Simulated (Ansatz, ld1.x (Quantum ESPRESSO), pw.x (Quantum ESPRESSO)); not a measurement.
## thallium: one change to the TM potential, in the atom and in the fcc crystal

- Element: Tl
- Generator: ld1.x (Quantum ESPRESSO) 7.5
- Type: norm-conserving Troullier–Martins (Kleinman–Bylander form)
- Functional: PBEsol
- Relativity: scalar-relativistic
- Frozen core: [Xe] 4f14 5d10
- Valence charge: 3
- Reference configuration: 6s2 6p1
- Partial waves: 6s (bound): rc 1.75 bohr; 6d channel at 0.45 Ry: rc 3.10 bohr; 6p (bound): rc 2.95 bohr
- Local potential: the p channel
- Core correction: Bessel-smoothed model core inside 1.10 bohr

Change: all radii but the core radius scaled by about 1.24 (s 2.16, p 3.66, d 3.84 bohr).

Cutoffs, loose and tight: the cutoffs (Ry, on a coarse ladder) from which the occupation-weighted sum of valence levels, in a spherical-Bessel basis at the reference potential, stays within 10 and 1 mRy of its value at 400 Ry. They do not see the model core or the augmentation charge, which bear on the density cutoff. Test errors are all-electron minus pseudo excitation energies from the reference, over the configurations 6s2 6p0; 6s1 6p0; 6s2 6p0.5; 6s2 6p1.3; 6s1 6p2; 6s1 6p1; 6s0 6p3; variants that change the core or the reference have their own tests.

Crystal test: fcc Tl in pw.x 7.5, no spin, 12³ k-points, Fermi–Dirac smearing 0.01 Ry, cutoffs set for each file from its atomic test. The reference is all-electron LAPW (Ansatz 0.2.0) with the same functional, mesh and smearing; V0 and B0 come from Birch–Murnaghan fits to the pressures at five volumes. Errors are pseudo minus all-electron; Δ is the rms difference of the E(V) curves that follow from these fits, minima aligned, over ±6 % about the mean V0. Mesh and smearing are coarse, so the numbers serve the comparison and aren't converged zero-temperature values; the lattice is a test structure that the element need not adopt.

All-electron: a0 = 4.847 Å (V0 = 28.47 Å³/atom), B0 = 36.3 GPa.

Problem. Does the change bring the crystal closer to the all-electron result?

Solution. The mean pressure error goes from -3.02 to -3.67 GPa, so the change moves the solid further from the all-electron pressures. Neither pressure curve crosses zero within the volumes sampled, so no fits are given.

```tsv
quantity	base	changed
outcome (atom)	generated	generated
cutoff, loose (atom)	25 Ry	18 Ry
cutoff, tight (atom)	55 Ry	30 Ry
bound ghosts (atom)	none	none
largest test error (meV) (atom)	-413	-412
cutoffs in pw.x (Ry)	70/280	50/200
mean pressure error (GPa)	-3.02	-3.67
```

Base: This is a poor potential for the solid. Changed file: The largest radius (3.84 bohr) exceeds half the bond length (3.24 bohr), so the spheres overlap, which is one possible source of error among others. This is a poor potential for the solid. The logarithmic derivative shows an extra or strongly shifted pseudo pole above the reference energy (s near 1.08 Ry). The atomic cutoffs weigh occupied waves only.
